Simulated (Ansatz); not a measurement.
Runs of Ansatz 0.2.0 on Se. Symmetry: P3_121, No. 152, trigonal system. The conventional cell has a = 4.366 Å, b = 4.366 Å, c = 4.954 Å, α = 90.00°, β = 90.00°, γ = 120.00°. Se (site symmetry 2) is surrounded by 2 Se at 2.37 Å. 

| task | level | potentials or basis | spin | k mesh | cutoff (eV) | smearing | search for lower states | basis error allowed | gap on the mesh (eV) | pressure (GPa) | moment (μB) | largest force (eV/Å) |
| --- | --- | --- | --- | --- | --- | --- | --- | --- | --- | --- | --- | --- |
| single point | PBE | all-electron LAPW, scalar-relativistic | off | 4 × 4 × 4 | 299 | fermi-dirac 0.04 eV | - | 0.002 eV/atom | 1.21 | 2.8 | - | 0.40 |
| projected density of states | RPBE | all-electron LAPW, point nuclei | collinear, ferromagnetic start | 7 × 7 × 6 | 353 | tetrahedron | off | 0.0005 eV/atom | 1.29 | 4.5 | 0.00 | 0.38 |
| phonons | BLYP+D4 | all-electron LAPW, scalar-relativistic | off | 7 × 7 × 6 | 354 | fixed | - | 0.001 eV/atom | 1.24 | - | - | (b) |
| band structure | PBEsol | all-electron LAPW, scalar-relativistic | off | 7 × 7 × 6 | 299 | fermi-dirac 0.05 eV | - | 0.002 eV/atom | (c) | (d) | - | 0.28 |
| single point | PBE | all-electron LAPW, scalar-relativistic | off | 7 × 7 × 6 | 326 | fermi-dirac 0.05 eV | - | 0.001 eV/atom | 1.22 | 2.8 | - | 0.40 |
| single point | PBE+D3(BJ)+ATM | all-electron LAPW, scalar-relativistic | collinear, antiferromagnetic start | 7 × 7 × 6 | 326 | fermi-dirac 0.15 eV | off | 0.001 eV/atom | 1.22 | 0.9 | 0.00 | (a) |
| projected density of states | revPBE | all-electron LAPW, inner shells corrected to Dirac's equation | collinear, random start | 7 × 7 × 6 | 298 | methfessel-paxton 0.025 eV | - | 0.002 eV/atom | 1.27 | 4.0 | 0.00 | 0.39 |

Alike in all rows: cell as given.

Q: Estimate the missing entries.

A: (a) 0.41; (b) 0.72; (c) 1.14; (d) 0.2.

Caveats: the mesh misses the band edges, which the band path finds closer together (some runs); an odd mesh through Γ misses points on the zone boundary, where band edges often lie (some runs); the program warned that the printed levels may be off, so bands, gaps and densities of states are rough (some runs).

A k mesh can miss the band edges, and the runs leave out spin-orbit coupling on Se.

Not every run made on this cell is shown here.
